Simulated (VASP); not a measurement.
HfO2: equation of state with r2SCAN

The system is HfO2.

```xyz
3
Lattice="0.0000 2.5158 2.5158 2.5158 0.0000 2.5158 2.5158 2.5158 0.0000" Properties=species:S:1:pos:R:3 pbc="T T T"
Hf    0.0000    0.0000    0.0000
O     3.7737    3.7737    3.7737
O     1.2579    1.2579    1.2579
```

Measurements of this composition are mostly on another form, of space group No. 14.

| Quantity | Value |
| --- | --- |
| Program | VASP 6.6.1 |
| Task | equation of state |
| Functional | r2SCAN |
| Potentials or basis | VASP PAW PBE potentials, release 64 (Hf_pv, O) |
| Cutoff | 520 eV |
| k mesh | 8 × 8 × 8 |
| Occupations | gaussian, width 0.02 eV |
| Spin | no spin polarisation |

| Item | Value |
| --- | --- |
| Equilibrium volume | 10.64 Å³/atom |
| Bulk modulus | 276 GPa |
| Pressure derivative of the bulk modulus | 4.1 (rough: it moves with the points fitted) |

Energy against volume, from the lowest point:
```
volume (Å³/atom)  energy (meV/atom)
          10.191              17.55
          10.403               4.67
          10.615               0.00
          10.828               2.69
          11.040              12.08
```

All runs of the series together: 6.4 min on 1 thread of Intel(R) Xeon(R) Platinum 8259CL CPU @ 2.50GHz (Skylake/Cascade Lake) (shared host).

Caveat: the PAW data sets were made with another functional, which shifts forces and pressure a little. The run has no spin-orbit coupling, so splittings on Hf are missing.
